## Compressing and stretching cubic SnO

The pressure of a crystal is the slope of its energy against volume, taken with a minus sign. Here one cubic SnO cell with the zincblende structure is made smaller and larger without a change of shape. Its pressure shows how stiff the crystal is, and also how the calculation fills the electron levels.

Ansatz 0.2.0, r2SCAN density functional theory with plane waves and PAW potentials, without spin polarisation or spin-orbit coupling, for zincblende SnO (F-43m, 2 atoms per cell) under hydrostatic strain. The wave cutoff is 500 eV, the k mesh 8x8x8 and the Fermi-Dirac smearing width 0.02 eV. Pressure and stress are positive in compression.

```csv
volume (Å³/atom),shortest distance (Å),pressure (GPa),stress xx (GPa),stress yy (GPa),stress zz (GPa)
16.837,2.220,14.040,14.040,14.040,14.040
17.030,2.228,12.760,12.760,12.760,12.760
17.640,2.254,9.040,9.040,9.040,9.040
19.863,2.345,-0.010,-0.010,-0.010,-0.010
20.163,2.357,-1.010,-1.010,-1.010,-1.010
20.556,2.372,-2.230,-2.230,-2.230,-2.230
20.986,2.389,-3.440,-3.440,-3.440,-3.440
```

### 1. Which row is the crystal at rest, and why do four columns agree?

The row at 19.863 Å³ per atom is nearly at rest, for its pressure is almost zero. The three smaller cells push outwards, and the three larger ones, with negative pressure, pull inwards. Cubic symmetry makes the three directions equivalent, so each stress equals the pressure and the four columns hold one result.

The SnO found at ordinary conditions is layered, with the electron pair of tin pushed to one side. The tetrahedral symmetry of this cell forbids that distortion. These values therefore do not describe ordinary SnO.

### 2. Why does each further squeeze cost more pressure?

The measure of stiffness is the bulk modulus, the pressure needed per relative loss of volume. Between neighbouring rows it rises from 58 GPa at the stretched end to 112 GPa at the dense end. Near rest, a loss of one per cent in volume takes about 0.7 GPa.

The usual picture for solids, which these runs do not test separately, explains it as follows. As Sn and O approach, their filled shells overlap, and the electrons pay a kinetic energy that grows steeply as the distance shrinks. The attraction between the atoms changes more gently. Stretching weakens the steep part first, so the crystal softens.

### 3. Does one smooth curve describe all rows?

The Birch-Murnaghan equation puts this into a formula. Let $V$ be the volume, $V_0$ its value at zero pressure, and $f=\tfrac12[(V_0/V)^{2/3}-1]$ the strain. Expanding the energy to third order in $f$ and differentiating with respect to volume gives the pressure

$$P=3B_0f(1+2f)^{5/2}\left[1+\tfrac32(B_0'-4)f\right],$$

where $B_0$ is the bulk modulus at rest and $B_0'$ its rise with pressure.

Fitted to all seven rows, this curve misses the one at 17.640 Å³ by 0.28 GPa, far more than the last printed digit. If the three dense cells may share a constant shift, the typical miss falls to 0.003 GPa. A smooth curve with as many constants stays ten times worse. The fitted shift is −0.87 GPa: the dense cells push less than the stiffness of the others would suggest. All fits hold $V_0$ fixed, and the shift rests on carrying the curve across the empty range between 17.640 and 19.863 Å³, so its second decimal is expected to depend on the form of the curve. The output after this text gives the details.

### 4. What could shift the pressure of three cells at once?

The crystal is a semimetal in this calculation: its tenth and eleventh bands overlap in energy. The calculation samples these bands at 512 mesh points. Twelve of them, equivalent by symmetry, lie on the line between the points X and W at the zone boundary. There the gap between the two bands shrinks from 0.57 to 0.36 eV as the cell grows from 17.030 to 17.640 Å³ per atom.

Continued in a straight line, this gap closes near 18.7 Å³, between the dense cells and the rest; if its rate slows as the cell grows, it closes somewhat later. Beyond that volume the two levels have changed places. Electrons fill the lower level, so they now occupy a different band at all twelve points. In the new band the energy falls faster as the cell grows, and a faster fall means a higher pressure.

The size of the jump follows from the number of electrons and the rate at which the gap changes:

- Twelve of 512 points with two electrons each make $24/512=0.047$ electrons per cell.
- The cell has two atoms, so its volume grows by $2\times0.61=1.22$ Å³ while the gap shrinks by 0.205 eV, a rate of 0.168 eV/Å³.
- The product is 0.0079 eV/Å³, or 1.3 GPa.

The gap at a nearby point in the stretched cells changes more slowly and gives 0.8 GPa. The fitted shift lies between the two estimates, neither of which used the pressures.

### 5. What else speaks for this exchange?

The filling of the levels can be counted. In the dense cells the Fermi level lies about 0.1 eV below the level at the six W points, which loses its twelve electrons. Six of them go to the upper band at X. The other six fill a quarter of the upper level at the twelve points on the line. In the remaining rows W is half full, and the upper level at the twelve points is practically empty. If the levels have changed places, 18 of the 24 electrons have gone to the other level at the same points and six to W. The estimate above treats these two levels as moving together, which is plausible: the distance between W and X at the two ends of the line changes by only about 0.01 eV over all rows.

Partly filled levels carry an entropy, which the calculation reports separately. The count reproduces it within 11 per cent in every row, including its drop from the dense cells to the others. The total energies, which were not used in the fit, place a single sudden shift near 19.0 Å³, close to where the gap should close. No row lies in that range, so the shift may be spread over part of it, as smearing and the two receiving levels would suggest. At the nearby point closer to X the gap is 0.129 eV at 20.556 Å³ and 0.047 eV at 20.163 Å³; continued in a straight line it passes through zero just before 19.863 Å³, where the run gives 0.018 eV. This fits a crossing that moves along the line towards X as the cell grows. The exchange remains an inference, since the character of the two levels was not examined.

### 6. What would a finer mesh or another metal atom change?

In a real crystal the crossing of the two bands slides along the line as the volume changes, and electrons change band a few at a time. A coarse mesh notices this only when the crossing passes one of its points. If the explanation holds, a finer mesh breaks the jump into many small ones and the pressure curve becomes smooth. The abruptness would then belong to the mesh, while the gradual change of band would remain.

Zinc in place of tin shows what the jump depends on. Zn²⁺ has two valence electrons fewer than Sn²⁺, so the band that holds the extra pair is empty and ZnO has a gap. Its filled bands stay filled under moderate pressure, and no electrons change band. The stiffening remains, because it comes from the overlap of shells.

The same reasoning limits the result for SnO. The functional may exaggerate the overlap of the bands, and spin-orbit coupling, which is left out, may separate them where they cross. If the two levels avoid each other at the mesh points, they exchange their character gradually, and the jump is smeared out or disappears.

### 7. Which digits can be trusted?

That depends on which rows are compared. Within the dense group, or within the other four rows, the total energies agree with the mean pressures to about 0.05 GPa or better. This shows that energy and stress are consistent, not that they are converged: both come from the same mesh, and a finer one may move the pressures within a group, and the volume at rest, as well. Between the two groups the jump adds an uncertainty of almost 1 GPa, so the decimals there mean little. The bulk modulus at rest is 69 GPa with the shift and 66 GPa with the simple smooth curve; "between 65 and 70 GPa" is a fair rough statement for this mesh.

A new fit should start from the volumes. The shortest distance is rounded to 0.001 Å, and this alone blurs the pressure by about 0.04 GPa, several units of its second decimal, the last one that carries information in the table.

Printed output of the fit:

```
fit of pressure on 7 rows: coefficient of t1 65.58 +/- 1.8, coefficient of t2 -57.75 +/- 22; rms 0.131, worst 17.64 0.281, leave-one-out rms 0.216
fit of pressure on 7 rows: coefficient of t1 65.05 +/- 0.47, coefficient of t2 -155.3 +/- 13, coefficient of t3 8583 +/- 1031; rms 0.0306, worst 20.556 0.0415, leave-one-out rms 0.0982
fit of pressure on 7 rows: coefficient of t1 68.55 +/- 0.049, coefficient of t2 -41.91 +/- 0.52, coefficient of dense -0.8722 +/- 0.0087; rms 0.00261, worst 17.03 -0.00453, leave-one-out rms 0.0106
Interval from the row above, and smearing entropy:
     row  bulk modulus GPa  pressure from energies GPa  mean tabulated pressure GPa  counted entropy term meV  computed entropy term meV
  16.837               n/a                         n/a                          n/a                    0.5787                     0.5933
   17.03             112.3                       13.38                         13.4                    0.5777                      0.587
   17.64             105.7                       10.85                         10.9                    0.5752                      0.577
  19.863             76.25                       3.989                        4.515                    0.3634                     0.4054
  20.163             66.71                       -0.51                        -0.51                    0.3785                      0.381
  20.556              63.2                      -1.633                        -1.62                    0.3791                     0.3792
  20.986             58.45                      -2.841                       -2.835                    0.3792                     0.3792
Volume where the gap at the mesh point would close, Å³/atom: 18.73
Pressure step from exchanged levels, slope of the dense cells, GPa: 1.259
Pressure step from exchanged levels, slope of the stretched cells, GPa: 0.7831
Volume where total energies place the fitted step, Å³/atom: 19.05
Volume at zero pressure, Å³/atom: 19.86
Volume of the densest cell below the zero-pressure volume, percent: 15.22
Shortest distance of the densest cell below that of the near-zero-pressure row, percent: 5.33
Pressure of the densest cell if the bulk modulus stayed constant, GPa: 11.32
Pressure derivative of the bulk modulus in the stepped fit: 3.389
Pressure uncertainty from rounding the distance by 0.0005 Å, GPa: 0.04385
```
